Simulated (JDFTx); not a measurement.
The system is NaCl.

```
Cl Na
1.0
     3.50219    0.00000    0.00000
     0.00000    3.50219    0.00000
     0.00000    0.00000    3.50219
Cl Na
1 1
Cartesian
  1.7511 1.7511 1.7511
  0.0000 0.0000 0.0000
```

Measurements of this composition are mostly on another form, of space group No. 225.

Base run:

| Property | Result |
| --- | --- |
| Program | JDFTx 1.7.0 (patched build) |
| Functional | PBE |
| Potentials or basis | PseudoDojo-SR-PBE-0.5-standard |
| Cutoff | 1197 eV |
| Density cutoff | 9578 eV |
| k mesh | 8 × 8 × 8 |
| Occupations | fermi-dirac, width 0.05 eV |
| Spin | no spin polarisation |

Its results: band gap on the k mesh 3.98 eV, indirect (least direct gap 4.47 eV); pressure 0.1 GPa.

Question: The run is repeated on the same cell with these changes: functional from PBE to LDA; potentials or basis from PseudoDojo-SR-PBE-0.5-standard to PseudoDojo-SR-LDA-0.4.1-standard. What comes out?

Answer: Band gap on the k mesh 3.60 eV, indirect (least direct gap 4.11 eV); pressure -3.1 GPa.

A k mesh can miss the band edges.
